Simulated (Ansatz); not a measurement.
Set up this calculation in Ansatz 0.2.0, as the native input.

- Task: band structure
- Functional: RPBE
- Potentials or basis: Ansatz PAW
- Cutoff: 420 eV (not typed: the program's choice for these potentials)
- k mesh: 10 × 10 × 10
- Occupations: fermi-dirac, width 0.05 eV
- Spin: no spin polarisation
- Path: [["G", "X", "W", "K", "G", "L", "U", "W", "L", "K"], ["U", "X"]]
- Points for each segment of the path: 14

The system is ZrN.

```
Zr N
1.0
     0.00000    2.30000    2.30000
     2.30000    0.00000    2.30000
     2.30000    2.30000    0.00000
Zr N
1 1
Direct
  0.50000 0.50000 0.50000
  0.00000 0.00000 0.00000
```

One way to write it, as run:

input.yaml

```yaml
crystal:
  lattice:
    - [0.0, 2.3, 2.3]
    - [2.3, 0.0, 2.3]
    - [2.3, 2.3, 0.0]
  atoms:
    - { symbol: Zr, position: [0.5, 0.5, 0.5] }
    - { symbol: "N", position: [0.0, 0.0, 0.0] }
hamiltonian:
  xc: rpbe
  pseudopotentials: { kind: paw }
kpoints:
  mp_grid: { grid: [10, 10, 10] }
  band_path:
    path:
      - [[0.0, 0.0, 0.0], [0.5, 0.0, 0.5], [0.5, 0.25, 0.75], [0.375, 0.375, 0.75], [0.0, 0.0, 0.0], [0.5, 0.5, 0.5], [0.625, 0.25, 0.625], [0.5, 0.25, 0.75], [0.5, 0.5, 0.5], [0.375, 0.375, 0.75]]
      - [[0.625, 0.25, 0.625], [0.5, 0.0, 0.5]]
    npoints: 14
scf:
  occupations: { method: fermi_dirac, width: 0.05 }
  n_extra_bands: 6
output:
  forces: true
  stress: true
  eigenvalues: true
  fatbands: false
  write_density: true
  write_potential: true
  elf: true
  volumetric_format: npy
```

Potentials or basis: Ansatz PAW.

Command:

```bash
$ ansatz run input.yaml --threads 2 --pin off --max-ram 5632MiB --backend cpu --events-out ev --progress --plain --runs-dir out
```

It gave:

* Pressure: 3.0 GPa
* Band gap on the k mesh: none (metal or under the smearing width)

Caveat: the pressure holds a Pulay correction of +0.3 GPa for the finite cutoff; the PAW data sets come from PBE, with cores solved anew for the run's functional, which leaves a small shift of forces and pressure.

Wall time 1.4 s on 2 threads of Arm Neoverse V1 (shared host), peak memory 0.3 GiB.
